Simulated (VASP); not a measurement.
Input and output of a VASP r²SCAN single-point calculation on Si (strained lonsdaleite (2H))

INCAR

```
ISMEAR = 0
LWAVE = .FALSE.
EDIFF = 1E-7
ALGO = Normal
IBRION = -1
METAGGA = R2SCAN
LREAL = .FALSE.
NELM = 120
ISIF = 2
ENCUT = 520
SIGMA = 0.01
LCHARG = .TRUE.
NBANDS = 16
NSW = 0
LASPH = .TRUE.
LELF = .TRUE.
PREC = Accurate
```

KPOINTS

```
KPOINTS created by Atomic Simulation Environment
0
Gamma
12 12 4
0 0 0
```

KPOINTS_OPT

```
special points
7
Reciprocal
0.0000000000 0.0000000000 0.0000000000 1
0.5000000000 0.0000000000 0.0000000000 1
0.3333333333 0.3333333333 0.0000000000 1
0.0000000000 0.0000000000 0.5000000000 1
0.5000000000 0.0000000000 0.5000000000 1
0.3333333333 0.3333333333 0.5000000000 1
0.0000000000 0.5000000000 0.0000000000 1
```

POSCAR

```
Si
 1.0000000000000000
     3.8321295590073570    0.0000000000000000    0.0000000000000000
    -1.9160647795036785    3.3187215486936292    0.0000000000000000
     0.0000000000000000    0.0000000000000000    6.2778046918000001
 Si
   4
Cartesian
 -0.0000000000000000  2.2124810324624193 -0.0003104943132887
  1.9160647795036783  1.1062405162312097  3.1385918515867117
 -0.0000000000000000  2.2124810324624193  2.3544872537382888
  1.9160647795036783  1.1062405162312097  5.4933895996382880
```

VASP ran with the recommended PBE PAW datasets (16 valence electrons in the cell).

Command

```
mpirun -np 1 vasp_std
```

OSZICAR

```
N       E                     dE             d eps       ncg     rms          rms(c)
DAV:   1     0.124783758908E+02    0.12478E+02   -0.61750E+03  1824   0.848E+02
DAV:   2    -0.354623800719E+02   -0.47941E+02   -0.43352E+02  2520   0.126E+02
DAV:   3    -0.373656069301E+02   -0.19032E+01   -0.18867E+01  2360   0.233E+01
DAV:   4    -0.373862324702E+02   -0.20626E-01   -0.20619E-01  2336   0.312E+00
DAV:   5    -0.373865649664E+02   -0.33250E-03   -0.33246E-03  2408   0.379E-01    0.857E+00
DAV:   6    -0.350549271617E+02    0.23316E+01   -0.22574E-01  2136   0.300E+00    0.590E+00
DAV:   7    -0.350486197348E+02    0.63074E-02   -0.27016E-01  2144   0.269E+00    0.523E-01
DAV:   8    -0.350446660370E+02    0.39537E-02   -0.16017E-02  2240   0.683E-01    0.573E-01
DAV:   9    -0.350449760670E+02   -0.31003E-03   -0.67153E-04  2320   0.214E-01    0.106E-01
DAV:  10    -0.350450329958E+02   -0.56929E-04   -0.29837E-05  2272   0.430E-02    0.309E-02
DAV:  11    -0.350450360218E+02   -0.30260E-05   -0.23110E-06  2344   0.980E-03    0.578E-03
DAV:  12    -0.350450396590E+02   -0.36373E-05   -0.34427E-07  2312   0.371E-03    0.184E-03
DAV:  13    -0.350450394111E+02    0.24793E-06   -0.12524E-08  1376   0.728E-04    0.598E-04
DAV:  14    -0.350450391536E+02    0.25747E-06   -0.26487E-09  1192   0.348E-04    0.208E-04
DAV:  15    -0.350450391433E+02    0.10362E-07   -0.48831E-10  1160   0.155E-04
   1 F= -.35045039E+02 E0= -.35045039E+02  d E =-.263231E-64
       N       E                     dE             ncg
DAV:   1     0.188340307005E+04   -0.23930E+04      224
DAV:   2     0.154338994473E+04   -0.34001E+03      296
DAV:   3     0.152751496289E+04   -0.15875E+02      312
DAV:   4     0.152720512668E+04   -0.30984E+00      256
DAV:   5     0.152720009304E+04   -0.50336E-02      296
DAV:   6     0.152719995152E+04   -0.14152E-03      280
DAV:   7     0.152719994575E+04   -0.57695E-05      296
DAV:   8     0.152719994544E+04   -0.30876E-06      240
DAV:   9     0.152719994544E+04   -0.29581E-08      192
```

From OUTCAR

```
k-points           NKPTS =     57   k-points in BZ     NKDIM =     57   number of bands    NBANDS=     16

   NELECT =      16.0000    total number of electrons

   dimension x,y,z NGX =    30 NGY =   30 NGZ =   48
   dimension x,y,z NGXF=    60 NGYF=   60 NGZF=   96

  energy-cutoff  :      520.00
  volume of cell :       79.84
      direct lattice vectors                 reciprocal lattice vectors
     3.832129559  0.000000000  0.000000000     0.260951511  0.150660425  0.000000000
    -1.916064780  3.318721549  0.000000000     0.000000000  0.301320851  0.000000000
     0.000000000  0.000000000  6.277804692     0.000000000  0.000000000  0.159291352

 k-points in reciprocal lattice and weights: KPOINTS created by Atomic Simulation Env
   0.00000000  0.00000000  0.00000000       0.002
   0.08333333  0.00000000  0.00000000       0.010
   0.16666667  0.00000000  0.00000000       0.010
   0.25000000  0.00000000  0.00000000       0.010
   0.33333333  0.00000000  0.00000000       0.010
   0.41666667  0.00000000  0.00000000       0.010
   0.50000000  0.00000000  0.00000000       0.005
   0.08333333  0.08333333  0.00000000       0.010
   ...

 E-fermi :   6.1406

 k-point     1 :       0.0000    0.0000    0.0000
  band No.  band energies     occupation
      1      -6.7942      2.00000
      2      -4.3200      2.00000
      3      -1.5157      2.00000
      4       4.3601      2.00000
      5       4.3601      2.00000
      6       5.7205      2.00000
      7       6.0232      2.00000
      8       6.0232      2.00000
      9       7.3221      0.00000
     10       8.1607      0.00000
     11       8.1607      0.00000
     12       8.7583      0.00000
     13      10.2032      0.00000
     14      10.4945      0.00000
     15      10.4945      0.00000
     16      12.2667      0.00000

 k-point     2 :       0.0833    0.0000    0.0000
  band No.  band energies     occupation
      1      -6.7091      2.00000
      2      -4.2329      2.00000
      3      -1.4707      2.00000
      4       3.6715      2.00000
      5       4.1832      2.00000
      6       5.4049      2.00000
      7       5.5834      2.00000
      8       5.8630      2.00000
      9       7.7115      0.00000
     10       8.3875      0.00000
     11       8.4297      0.00000
     12       8.8513      0.00000
     13      10.2525      0.00000
     14      10.8248      0.00000
     15      10.9350      0.00000
     16      11.7746      0.00000

 k-point     3 :       0.1667    0.0000    0.0000
  band No.  band energies     occupation
      1      -6.4560      2.00000
      2      -3.9733      2.00000
      3      -1.3650      2.00000
      4       2.4480      2.00000
      5       3.7889      2.00000
      6       4.1468      2.00000
      7       5.1861      2.00000
      8       5.4978      2.00000
      9       7.5564      0.00000
     10       9.0088      0.00000
     11       9.0973      0.00000
     12       9.6094      0.00000
     13       9.8651      0.00000
     14      11.0116      0.00000
     15      11.6978      0.00000
     16      11.9995      0.00000

 k-point     4 :       0.2500    0.0000    0.0000
  band No.  band energies     occupation
      1      -6.0429      2.00000
      2      -3.5478      2.00000
      3      -1.3325      2.00000
      4       1.3734      2.00000
      5       2.7803      2.00000
      6       3.3719      2.00000
      7       4.5815      2.00000
      8       5.1031      2.00000
      9       7.2404      0.00000
     10       9.3497      0.00000
     11       9.4215      0.00000
     12       9.5636      0.00000
     13       9.9518      0.00000
     14      11.5325      0.00000
     15      12.4043      0.00000
     16      12.9272      0.00000

 k-point     5 :       0.3333    0.0000    0.0000
  band No.  band energies     occupation
      1      -5.4911      2.00000
      2      -2.9745      2.00000
      3      -1.6799      2.00000
      4       0.8784      2.00000
      5       1.4848      2.00000
      6       3.0345      2.00000
      7       3.8760      2.00000
      8       4.7800      2.00000
      9       6.9197      0.00000
     10       9.0241      0.00000
     11       9.4757      0.00000
     12       9.5897      0.00000
     13      10.0463      0.00000
     14      12.7104      0.00000
     15      13.5182      0.00000
     16      13.5655      0.00000

 k-point     6 :       0.4167    0.0000    0.0000
  band No.  band energies     occupation
      1      -4.8697      2.00000
      2      -2.3899      2.00000
      3      -2.3169      2.00000
      4       0.3794      2.00000
      5       0.9773      2.00000
      6       2.8204      2.00000
      7       3.2232      2.00000
      8       4.5737      2.00000
      9       6.6792      0.00000
     10       8.7882      0.00000
     11       9.3898      0.00000
     12       9.4039      0.00000
     13      10.6381      0.00000
     14      12.9770      0.00000
     15      13.2244      0.00000
     16      14.5673      0.00000

 k-point     7 :       0.5000    0.0000    0.0000
  band No.  band energies     occupation
      1      -4.4973      2.00000
      2      -2.8306      2.00000
      3      -1.9086      2.00000
      4      -0.1801      2.00000
      5       1.1331      2.00000
      6       2.7474      2.00000
      7       2.9140      2.00000
      8       4.5032      2.00000
      9       6.5909      0.00000
     10       8.7068      0.00000
     11       9.3304      0.00000
     12       9.3668      0.00000
     13      10.9915      0.00000
     14      12.7405      0.00000
     15      13.0530      0.00000
     16      14.8421      0.00000

 k-point     8 :       0.0833    0.0833    0.0000
  band No.  band energies     occupation
      1      -6.5399      2.00000
      2      -4.0595      2.00000
      3      -1.3943      2.00000
      4       2.8316      2.00000
      5       3.7909      2.00000
      6       4.5494      2.00000
      7       5.3470      2.00000
      8       5.5271      2.00000
      9       8.0626      0.00000
     10       8.2747      0.00000
     11       9.0208      0.00000
     12       9.4002      0.00000
     13      10.5164      0.00000
     14      10.6415      0.00000
     15      11.2935      0.00000
     16      11.8301      0.00000

 k-point     9 :       0.1667    0.0833    0.0000
  band No.  band energies     occupation
      1      -6.2063      2.00000
      2      -3.7165      2.00000
      3      -1.3144      2.00000
      4       1.8050      2.00000
      5       3.2356      2.00000
      6       3.3467      2.00000
      7       4.8946      2.00000
      8       5.0340      2.00000
      9       7.8701      0.00000
     10       8.9306      0.00000
     11       9.3414      0.00000
     12       9.9755      0.00000
     13      10.1503      0.00000
     14      10.9251      0.00000
     15      11.5940      0.00000
     16      12.1254      0.00000

 k-point    10 :       0.2500    0.0833    0.0000
  band No.  band energies     occupation
      1      -5.7211      2.00000
      2      -3.2145      2.00000
      3      -1.4558      2.00000
      4       1.0678      2.00000
      5       2.0747      2.00000
      6       2.7735      2.00000
      7       4.2619      2.00000
      8       4.5998      2.00000
      9       7.5784      0.00000
     10       9.0485      0.00000
     11       9.6909      0.00000
     12       9.8708      0.00000
     13      10.0370      0.00000
     14      11.5222      0.00000
     15      12.8905      0.00000
     16      12.9564      0.00000

 k-point    11 :       0.3333    0.0833    0.0000
  band No.  band energies     occupation
      1      -5.1198      2.00000
      2      -2.5847      2.00000
      3      -2.0350      2.00000
      4       0.8898      2.00000
      5       0.9369      2.00000
      6       2.4766      2.00000
      7       3.5650      2.00000
      8       4.2929      2.00000
      9       7.3360      0.00000
     10       8.7025      0.00000
     11       9.4426      0.00000
     12      10.1492      0.00000
     13      10.4016      0.00000
     14      12.7837      0.00000
     15      13.1199      0.00000
     16      13.6535      0.00000

 k-point    12 :       0.4167    0.0833    0.0000
  band No.  band energies     occupation
      1      -4.5455      2.00000
      2      -2.7087      2.00000
      3      -1.9662      2.00000
      4      -0.0161      2.00000
      5       1.1115      2.00000
      6       2.3864      2.00000
      7       2.9970      2.00000
      8       4.1358      2.00000
      9       7.1968      0.00000
     10       8.4941      0.00000
     11       9.2907      0.00000
     12      10.2055      0.00000
     13      10.9485      0.00000
     14      12.8638      0.00000
     15      13.0079      0.00000
     16      14.3711      0.00000

 ...

  Total        0.0706831      0.0706831      1.0335481      0.0000000     -0.0000000      0.0000000
  in kB        1.4184291      1.4184291     20.7406551      0.0000000     -0.0000000      0.0000000
  external PRESSURE =       7.8591711 kB  Pullay stress =       0.0000000 kB

 POSITION                                       TOTAL-FORCE (eV/Angst)
 -----------------------------------------------------------------------------------
      0.00000      2.21248      6.27749         0.000000     -0.000000     -0.000256
      1.91606      1.10624      3.13859        -0.000000      0.000000     -0.000256
      0.00000      2.21248      2.35449         0.000000     -0.000000      0.000256
      1.91606      1.10624      5.49339        -0.000000     -0.000000      0.000256
 -----------------------------------------------------------------------------------
    total drift:                               -0.000000      0.000000     -0.000000

  FREE ENERGIE OF THE ION-ELECTRON SYSTEM (eV)
  ---------------------------------------------------
  free  energy   TOTEN  =       -35.0450391433 eV

  energy  without entropy=      -35.0450391433  energy(sigma->0) =      -35.04503914
```

```yaml
gap_between_bands_v_and_c: 0.57 eV
least_direct_gap: 1.30 eV
pressure: 0.8 GPa
```

Band v is the last that the valence electrons fill when counted band by band, and c is the next.

The run took about 3.6 min on one core of a shared host (Intel Xeon Platinum 8488C) and held 0.24 GiB at most.
